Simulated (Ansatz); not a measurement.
Runs of Ansatz 0.2.0 on SnSe. It takes space group F-43m (No. 216, cubic). Conventional cell: a = 6.782 Å, b = 6.782 Å, c = 6.782 Å, α = 90.00°, β = 90.00°, γ = 90.00°. Sn (site symmetry -43m) has 4 Se at 2.94 Å as nearest neighbours. Se (site symmetry -43m) is surrounded by 4 Sn at 2.94 Å. The cell was built by a generator and needn't be a form met in nature.

| level | share of exact exchange | mesh quality | gap on the mesh (eV) | pressure (GPa) |
| --- | --- | --- | --- | --- |
| r2SCAN0 form with a typed share of exact exchange | 0 | coarse | - | -1.0 |
| r2SCAN0 | 0.25 | not flagged | 1.02 | -1.1 |
| r2SCAN0 form with a typed share of exact exchange | 0.5 | not flagged | 2.00 | (b) |
| r2SCAN0 form with a typed share of exact exchange | 0.15 | not flagged | 0.65 | -1.0 |
| r2SCAN0 form with a typed share of exact exchange | 0.1 | not flagged | (a) | -1.0 |
| r2SCAN0 form with a typed share of exact exchange | 0.35 | not flagged | 1.40 | -1.1 |

Alike in all rows: task single point; potentials or basis Ansatz PAW; no spin polarisation; cell as given; k mesh 4 × 4 × 4; cutoff (eV) 500; smearing fermi-dirac 0.05 eV.

Fill in the values left out.

(a) 0.47; (b) -1.2.

Caveats: some runs use coarse meshes; the PAW data sets come from PBE, with cores solved anew for the run's functional, which leaves a small shift of forces and pressure; spin-orbit coupling is left out, which moves the levels of the heavy elements (some runs); the thresholds are loose for stress (some runs).

A k mesh can miss the band edges, and the runs leave out spin-orbit coupling on Se, Sn.

Runs at the PBE level aren't shown here.
